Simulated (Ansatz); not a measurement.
# Polarity and tunnelling in MgB2/SiC/Mg, part 6 of 6

Both polarities of the barrier in MgB2/SiC/Mg, relaxed and compared. The lower electrode is MgB2 AlB2(0001), the upper one Mg hcp(0001); the barrier is SiC wurtzite(0001) (whole bilayers). In the first transport cell, after relaxation, the nearest pair of electrode and barrier is B–Si at 2.77 Å, along the normal, too long for a bond, at the lower face and Mg–Si at 2.92 Å, at a slant, at the upper one. A gap without bonds adds to the barrier. All share a net of side 3.07 Å, which strains the lower electrode by +0.0 %, the upper one by -3.8 % and the barrier by -0.7 %, against typed lattice constants near PBE's. The first steps treat the bulk electrodes alone.

Ansatz 0.2.0; PBE DFT, plane waves, PAW files (the session's first sound run).

So far, transmission at the Fermi level (a spin, zone mean): step 5 (the open system: T(E), polarity C face on the lower electrode, gap between the …) 0.00862; step 6 (conductance on a fine mesh, polarity C face on the lower electrode, gap between …) 0.00612; step 8 (T(E) of the junction, polarity Si face on the lower electrode, gap between the …) 0.00583.

**9. Conductance on a fine mesh, polarity Si face on the lower electrode, gap between the electrodes 12.42 Å**

Level of this step: PBE DFT, plane waves, PAW files; ballistic transmission by layer matching between semi-infinite leads (Ansatz).

The conductance of the changed junction, on the mesh and energies of the first conductance run.

input.yaml reads:

```yaml
crystal:
  lattice:
    - [3.07, 0.0, 0.0]
    - [-1.535, 2.6586979896, 0.0]
    - [0.0, 0.0, 70.2675276162]
  atoms:
    - { symbol: B, position: [0.33333333, 0.66666667, 0.0996192728] }
    - { symbol: B, position: [0.66666667, 0.33333333, 0.0996192728] }
    - { symbol: Mg, position: [0.0, 0.0, 0.1246815157] }
    - { symbol: B, position: [0.33333333, 0.66666667, 0.1497437587] }
    - { symbol: B, position: [0.66666667, 0.33333333, 0.1497437587] }
    - { symbol: Mg, position: [0.0, 0.0, 0.1748060016] }
    - { symbol: B, position: [0.33333333, 0.66666667, 0.1998682446] }
    - { symbol: B, position: [0.66666667, 0.33333333, 0.1998682446] }
    - { symbol: Mg, position: [0.0, 0.0, 0.2249304875] }
    - { symbol: B, position: [0.33333333, 0.66666667, 0.2499927305] }
    - { symbol: B, position: [0.66666667, 0.33333333, 0.2499927305] }
    - { symbol: Mg, position: [0.0, 0.0, 0.2750549734] }
    - { symbol: B, position: [0.33333333, 0.66666667, 0.3001172164] }
    - { symbol: B, position: [0.66666667, 0.33333333, 0.3001172164] }
    - { symbol: Mg, position: [0.0, 0.0, 0.3251794594] }
    - { symbol: B, position: [0.33333333, 0.66666667, 0.3499995777] }
    - { symbol: B, position: [0.66666667, 0.33333333, 0.350205116] }
    - { symbol: Si, position: [0.0, 0.0, 0.379035894] }
    - { symbol: C, position: [0.33333333, 0.66666667, 0.3886914872] }
    - { symbol: Si, position: [0.33333333, 0.66666667, 0.4160317765] }
    - { symbol: C, position: [0.0, 0.0, 0.4247411339] }
    - { symbol: Si, position: [0.0, 0.0, 0.4521508612] }
    - { symbol: C, position: [0.33333333, 0.66666667, 0.4607802099] }
    - { symbol: Si, position: [0.33333333, 0.66666667, 0.4884011557] }
    - { symbol: C, position: [0.0, 0.0, 0.4962943327] }
    - { symbol: Mg, position: [0.0, 0.0, 0.5268799457] }
    - { symbol: Mg, position: [0.66666667, 0.33333333, 0.5632121938] }
    - { symbol: Mg, position: [0.0, 0.0, 0.6006753642] }
    - { symbol: Mg, position: [0.66666667, 0.33333333, 0.6381385346] }
    - { symbol: Mg, position: [0.0, 0.0, 0.675601705] }
    - { symbol: Mg, position: [0.66666667, 0.33333333, 0.7130648753] }
    - { symbol: Mg, position: [0.0, 0.0, 0.7505280457] }
    - { symbol: Mg, position: [0.66666667, 0.33333333, 0.7879912161] }
    - { symbol: Mg, position: [0.0, 0.0, 0.8254543865] }
    - { symbol: Mg, position: [0.66666667, 0.33333333, 0.8629175569] }
    - { symbol: Mg, position: [0.0, 0.0, 0.9003807272] }
kpoints:
  mp_grid: { grid: [12, 12, 1] }
scf:
  occupations: { method: fermi_dirac, width: 0.1 }
  max_iter: 150
hamiltonian:
  xc: pbe
output:
  transmission:
    kmesh: [30, 30]
    e_range: [-0.26, 0.27]
    de: 0.0375
    leads: [[6, 9], [30, 32]]
```

Launch:

```bash
> ansatz run input.yaml --threads 4 --pin off --max-ram 10240MiB --backend cpu --events-out ev --progress --plain --runs-dir out
```

Numbers of over 12 decimals in the logs are rounded to 6 here.

The program printed:

```text
[...]
Crystal: 36 atoms, lattice volume = 573.538 Å³
Basis set: ecut = 420 eV, 11155 PW (Γ)
Bands: 150, of which v1, the nominal top of the filled ones, is band 114 counted from 1 (113 counted from 0)
Symmetry: 6 space group operations
[...]
k-points: 19 of 144 (time reversal used)
[...]
SCF iter   1: F=—  HF=-36199.441366 eV  |F-HF|=—  |Δ(HF+E_count)|=         —  Δρ=1.09e-2  dr2=4.16e2  ethr=1.77e-3  ⟨swp⟩=9.9  Hψ=15347  notcnv=0  defer=251
[...]
SCF iter   9: F=-36198.215884 eV  HF=-36198.215884 eV  |F-HF|=4.43e-8  |Δ(HF+E_count)|=   1.15e-8  Δρ=1.50e-6  dr2=5.60e-8  ethr=4.39e-11  ⟨swp⟩=20.8  Hψ=16959  notcnv=0
SCF 1 converged in 9 iterations: F = -36198.215884 eV  dr2 = 5.60e-8
[...]
transmission: 489 of 4823 steps passed
transmission: 966 of 4823 steps passed
[...]
transmission: 4823 of 4823 steps passed
SCF converged after 9 iterations
Free energy (F): -36198.215884 eV
[...]
Internal energy: -36197.901424 eV  (E = F + TS)
E sigma→0 (E₀):  -36198.058654 eV
Entropy (-TS):   -0.314461 eV (-8.735 meV/atom)
Fermi energy:    5.726781 eV
[...]
--- Band table (eV; the first three rows and the last of 19) ---
  k-point 0: bands = [... 110 lower, 6.3030, 6.4071, 6.4071, 6.4791, 6.4791, 6.6682, 7.0344, 7.0344, ... 32 higher]
  k-point 1: bands = [... 110 lower, 5.9171, 5.9246, 6.0180, 6.1215, 6.1848, 6.4998, 6.7722, 6.7900, ... 32 higher]
  k-point 2: bands = [... 110 lower, 5.2883, 5.3902, 5.4248, 5.4972, 5.5582, 6.1811, 6.2205, 7.1444, ... 32 higher]
  k-point 18: bands = [... 110 lower, 5.5519, 5.6762, 5.7153, 5.8122, 5.8493, 5.9232, 6.0071, 6.1077, ... 32 higher]
--- Transmission ---
  basis      : 73 plane waves across, 53 finite elements along
  points     : 91, standing for a mesh of 30 x 30
[...]
filled         : 19.1 meV under the level at which it is neutral
    channels       : 7.644444e-1 a spin
[...]
slowest decay  : 0.1063 /Å at (0.3000, 0.1667)
[...]
filled         : 13.9 meV under the level at which it is neutral
    channels       : 8.677778e-1 a spin
[...]
slowest decay  : 0.0111 /Å at (0.3000, 0.0000)
  junction   : crystal 0 to crystal 1, 15.50 to 46.85 Å
    transmission   : 5.071509e-3 a spin
[...]
resistance     : 1.9071e-1 Ω µm² beyond half of each lead's own
```

Elapsed: 2 min, on 4 threads of Arm Neoverse V2, shared host; peak memory 2.5 GiB.

Numbers from this step:

```yaml
transmission_at_the_fermi_level_a_spin_zone_mean: 0.005072
channels_of_the_lower_lead: 0.7644
channels_of_the_upper_lead: 0.8678
ballistic_conductance_of_the_lower_lead: 7.15e14 S/m²
ballistic_conductance_of_the_upper_lead: 8.28e14 S/m²
junction_conductance: 5.21e12 S/m²
error_estimates_by_source_in_the_log_s_order: 1.9, 0.1, 26.9, 70.8, 0.2 %
resistance_area_product_beyond_the_leads: 0.1907 Ω um²
```

One spin. Transmission, zone mean against energy, zero at the Fermi level:

| energy (eV) | transmission, zone mean |
| --- | --- |
| -0.260 | 0.00553 |
| -0.223 | 0.00716 |
| -0.185 | 0.00811 |
| -0.147 | 0.00774 |
| -0.110 | 0.00759 |
| -0.072 | 0.00538 |
| -0.035 | 0.00579 |
| 0.003 | 0.00507 |
| 0.040 | 0.00532 |
| 0.077 | 0.00592 |
| 0.115 | 0.00697 |
| 0.152 | 0.00735 |
| 0.190 | 0.00638 |
| 0.228 | 0.00602 |
| 0.265 | 0.00549 |

One spin. Open channels, zone mean against energy, zero at the Fermi level:

```csv
energy (eV),lower lead,upper lead
-0.260,0.764,0.794
-0.223,0.771,0.808
-0.185,0.758,0.834
-0.147,0.778,0.821
-0.110,0.758,0.888
-0.072,0.731,0.894
-0.035,0.751,0.908
0.003,0.764,0.868
0.040,0.758,0.868
0.077,0.731,0.881
0.115,0.731,0.874
0.152,0.711,0.928
0.190,0.684,0.914
0.228,0.648,0.888
0.265,0.654,0.901
```

Transmission over k1 and k2. At 0.0025 eV from the Fermi level.

Ten even steps from '_' (0.0000) to '@' (0.0549), each cell a mean:
```
####--______________________--**##**==______......______==**
::::____________________________::::::..______::::..____..::
________________________________________________....________
..______________________________________..____::......::____
______________________________________________..::..__::::..
________________________________________________..________..
..__________________________________________________________
________________________..--..____________________..____..__
..____________________::%%####**--..____________________====
**::__________________--@@______++##____________________++##
%%##____________________@@________::**__________________..%%
####++__________________..%%::______@@::__________________--
::++++____________________::++==++++@@--____________________
____::________________________..--++--______________________
..________..________________________________________________
____________..______________________________________________
__......__......____________________________________________
..__..::......::____________________________________________
__________....______________________________________________
..________..::..__________....____________________________..
**++--______....______..==****--::______________________::**
%%##++____....______..__..++%%%%##==____..________..____++%%
```
Columns: k1 (b1) from -0.5 to 0.467; rows upwards: k2 (b2) from -0.5 to 0.467.

G = 5.2e12 S/m² (1/G = 0.192 Ω µm²), 0.89 times the step before of this kind, a change inside the error estimates. The largest error estimate is 71 %, from the leads' potential steps. In the worse lead the potential repeats within 91 meV, which the program flags as too much for a lead, so G carries that doubt.

**10. Electroresistance**

This step: Tunnel electroresistance (G_up - G_down) / G_down from the conductances of both polarities, PBE DFT, plane waves, PAW files (Ansatz 0.2.0).

No new run: the two polarities are divided.

This step gave:

```
conductance, first polarity (S/m²)  : 5.83e12
conductance, second polarity (S/m²) : 5.21e12
electroresistance                   : 12 %
```

The two conductances carry error estimates of up to 62 % and 71 %, which the ratio inherits.

**11. A repeat with changed settings**

This step: PBE DFT, plane waves, PAW files; ballistic transmission by layer matching between semi-infinite leads; changed: output.transmission.e_range = [-0.02, 0.02], output.transmission.de = 0.01 (Ansatz 0.2.0).

System of this step: MgB2/SiC/Mg. The cell holds 36 atoms: 12 B, 16 Mg, 4 C and 4 Si. Cell: a = 3.070 Å, b = 3.070 Å, c = 70.615 Å, α = 90.0°, β = 90.0°, γ = 120.0°. Regions: left electrode, 17 atoms (12 B and 5 Mg); barrier, 8 atoms (4 C and 4 Si); right electrode, 11 atoms (11 Mg). Vacuum lies along c.

This run repeats an earlier one, its twin (the spectrum run, 8 atomic planes between the electrodes, C face on the lower electrode), with two settings changed (output.transmission.e_range, output.transmission.de; files written aside). The setting was drawn as a possible misstep, on purpose. Where the input is shown as a difference, that is against the step before, not the twin.

input.yaml reads:

```yaml
crystal:
  lattice:
    - [3.07, 0.0, 0.0]
    - [-1.535, 2.6586979896, 0.0]
    - [0.0, 0.0, 70.6151708139]
  atoms:
    - { symbol: B, position: [0.33333333, 0.66666667, 0.0991288404] }
    - { symbol: B, position: [0.66666667, 0.33333333, 0.0991288404] }
    - { symbol: Mg, position: [0.0, 0.0, 0.1240677003] }
    - { symbol: B, position: [0.33333333, 0.66666667, 0.1490065602] }
    - { symbol: B, position: [0.66666667, 0.33333333, 0.1490065602] }
    - { symbol: Mg, position: [0.0, 0.0, 0.17394542] }
    - { symbol: B, position: [0.33333333, 0.66666667, 0.1988842799] }
    - { symbol: B, position: [0.66666667, 0.33333333, 0.1988842799] }
    - { symbol: Mg, position: [0.0, 0.0, 0.2238231397] }
    - { symbol: B, position: [0.33333333, 0.66666667, 0.2487619996] }
    - { symbol: B, position: [0.66666667, 0.33333333, 0.2487619996] }
    - { symbol: Mg, position: [0.0, 0.0, 0.2737008595] }
    - { symbol: B, position: [0.33333333, 0.66666667, 0.2986397193] }
    - { symbol: B, position: [0.66666667, 0.33333333, 0.2986397193] }
    - { symbol: Mg, position: [0.0, 0.0, 0.3235785792] }
    - { symbol: B, position: [0.33333333, 0.66666667, 0.347443111] }
    - { symbol: B, position: [0.66666667, 0.33333333, 0.3475733238] }
    - { symbol: C, position: [0.0, 0.0, 0.3803856363] }
    - { symbol: Si, position: [0.33333333, 0.66666667, 0.3866556294] }
    - { symbol: C, position: [0.33333333, 0.66666667, 0.414524249] }
    - { symbol: Si, position: [0.0, 0.0, 0.4229020753] }
    - { symbol: C, position: [0.0, 0.0, 0.4503203588] }
    - { symbol: Si, position: [0.33333333, 0.66666667, 0.4589044264] }
    - { symbol: C, position: [0.33333333, 0.66666667, 0.4863114185] }
    - { symbol: Si, position: [0.0, 0.0, 0.4953056043] }
    - { symbol: Mg, position: [0.33333333, 0.66666667, 0.5281017662] }
    - { symbol: Mg, position: [0.0, 0.0, 0.5653625293] }
    - { symbol: Mg, position: [0.33333333, 0.66666667, 0.602641266] }
    - { symbol: Mg, position: [0.0, 0.0, 0.6399200027] }
    - { symbol: Mg, position: [0.33333333, 0.66666667, 0.6771987394] }
    - { symbol: Mg, position: [0.0, 0.0, 0.7144774761] }
    - { symbol: Mg, position: [0.33333333, 0.66666667, 0.7517562128] }
    - { symbol: Mg, position: [0.0, 0.0, 0.7890349495] }
    - { symbol: Mg, position: [0.33333333, 0.66666667, 0.8263136862] }
    - { symbol: Mg, position: [0.0, 0.0, 0.8635924229] }
    - { symbol: Mg, position: [0.33333333, 0.66666667, 0.9008711596] }
kpoints:
  mp_grid: { grid: [12, 12, 1] }
scf:
  occupations: { method: fermi_dirac, width: 0.1 }
  max_iter: 150
hamiltonian:
  xc: pbe
output:
  transmission:
    kmesh: [12, 12]
    e_range: [-0.02, 0.02]
    de: 0.01
    leads: [[6, 9], [30, 32]]
  dos: { projected: true, e_range: [-6, 5], de: 0.05 }
  write_potential: true
  write_density: true
  volumetric_format: npy
```

The program printed:

```text
[...]
Crystal: 36 atoms, lattice volume = 576.375 Å³
Basis set: ecut = 420 eV, 11179 PW (Γ)
Bands: 150, of which v1, the nominal top of the filled ones, is band 114 counted from 1 (113 counted from 0)
Symmetry: 6 space group operations
[...]
k-points: 19 of 144 (time reversal used)
[...]
SCF iter   1: F=—  HF=-36198.187882 eV  |F-HF|=—  |Δ(HF+E_count)|=         —  Δρ=1.18e-2  dr2=4.55e2  ethr=1.77e-3  ⟨swp⟩=10.3  Hψ=15829  notcnv=0  defer=220
[...]
SCF iter  10: F=-36196.890485 eV  HF=-36196.890485 eV  |F-HF|=3.64e-9  |Δ(HF+E_count)|=   4.53e-9  Δρ=4.87e-7  dr2=5.71e-9  ethr=4.39e-11  ⟨swp⟩=18.8  Hψ=12819  notcnv=0
SCF 1 converged in 10 iterations: F = -36196.890485 eV  dr2 = 5.71e-9
[...]
transmission: 100 of 988 steps passed
transmission: 200 of 988 steps passed
[...]
transmission: 988 of 988 steps passed
[...]
SCF converged after 10 iterations
Free energy (F): -36196.890485 eV
[...]
Internal energy: -36196.557526 eV  (E = F + TS)
E sigma→0 (E₀):  -36196.724006 eV
Entropy (-TS):   -0.332958 eV (-9.249 meV/atom)
Fermi energy:    5.784324 eV
[...]
--- Band table (eV; the first three rows and the last of 19) ---
  k-point 0: bands = [... 110 lower, 6.3686, 6.3686, 6.5061, 6.5061, 6.5892, 6.5892, 6.9066, 7.0916, ... 32 higher]
  k-point 1: bands = [... 110 lower, 6.0188, 6.0617, 6.0775, 6.2118, 6.2622, 6.3331, 6.5571, 6.8293, ... 32 higher]
  k-point 2: bands = [... 110 lower, 5.3250, 5.4367, 5.5155, 5.5630, 5.7634, 6.2382, 6.2666, 6.4276, ... 32 higher]
  k-point 18: bands = [... 110 lower, 5.5718, 5.6167, 5.7123, 5.7503, 5.7923, 5.8897, 6.0059, 6.0485, ... 32 higher]
--- Transmission ---
  basis      : 73 plane waves across, 52 finite elements along
  points     : 19, standing for a mesh of 12 x 12
[...]
channels       : 8.194444e-1 a spin
[...]
slowest decay  : 0.1517 /Å at (0.3333, 0.0833)
[...]
channels       : 1.048611e0 a spin
[...]
slowest decay  : 0.0147 /Å at (0.2500, 0.0833)
  junction   : crystal 0 to crystal 1, 15.50 to 45.81 Å
    transmission   : 8.615240e-3 a spin
[...]
```

The job ended after 84 s (4 threads; peak memory 3 GiB).

This number moved little. The transmission at the Fermi level, both spins, is 0.0172 against 0.0172 in the twin: no change within 1 %, at 0.78 times the CPU time.

Side by side:

```csv
quantity,this run,sound run,difference
"transmission at the Fermi level (a spin, zone mean)",0.0086152,0.0086156,-3.5e-7
```

**12. Summary of results**

```yaml
conductance_c_face_on_the_lower_electrode: 5.8e12 S/m²
conductance_si_face_on_the_lower_electrode: 5.2e12 S/m²
```

The two polarities differ in conductance by a factor of 1.1, which is small. The polarity here is that of growth: the two cells are two junctions, and whether a field could switch one into the other isn't tested. The distance between the electrodes differs too: it is 12.75 against 12.42 Å. The program's largest error estimate on these conductances is 71 %, from the leads' potential steps, in the run that gave 5.2e12 S/m². In 2 of these 2 runs a lead's potential steps by more than 25 meV, which the program flags as too much. No spin-orbit coupling, phonons, disorder or image charges enter; the interfaces are ordered, one cell wide and lattice-matched by strain. Semilocal gaps are too small, which can bring a band edge of the barrier nearer to the Fermi level than it is.

[Logs are printed without paths, hosts, clocks, repeated set-up lines and the standing remarks that a program may print on its own settings, such as how far it seeks lower states.]

[Hosts, paths, dates, database ids (printed as entryN), source tags and the programs' standing remarks are cut or masked in the printed files.]
